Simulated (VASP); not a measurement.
Runs of VASP 6.6.1 on Hf. The structure is cubic, space group Fm-3m (No. 225). Conventional cell: a = 4.440 Å, b = 4.440 Å, c = 4.440 Å, α = 90.00°, β = 90.00°, γ = 90.00°. Around Hf (site symmetry m-3m) lie 12 Hf at 3.14 Å. This isn't the form of Hf at room conditions, which is hcp.

```tsv
task	level	cell	k mesh	cutoff (eV)	optimiser	gap on the mesh (eV)	pressure (GPa)	relaxed volume (Å³/atom)
relaxation of cell and atoms	r2SCAN+D3(BJ)	relaxed	10 × 10 × 10	600	-	none	0.0	(a)
relaxation of cell and atoms	r2SCAN	relaxed	10 × 10 × 10	600	-	none	0.0	22.30
relaxation of the atoms	r2SCAN	atoms relaxed from: cell strained at random at fixed volume	7 × 7 × 7	520	FIRE	none	2.2	-
relaxation of cell and atoms	SCAN	relaxed	10 × 10 × 10	600	-	none	0.1	21.43
```

Alike in all rows: potentials or basis VASP PAW PBE potentials, release 64 (Hf_pv); no spin polarisation; smearing methfessel-paxton 0.1 eV.

Problem. Estimate the missing entries.

Solution. (a) 21.93.

Caveats: the PAW data sets were made with another functional, which shifts forces and pressure a little; pairwise dispersion overbinds metals, which lowers pressure and volume (some runs); the relaxation stopped at its first step, so nothing moved (some runs).

A k mesh can miss the band edges, and the runs leave out spin-orbit coupling on Hf.

A gap of «none» marks a metal or a gap under the smearing width.
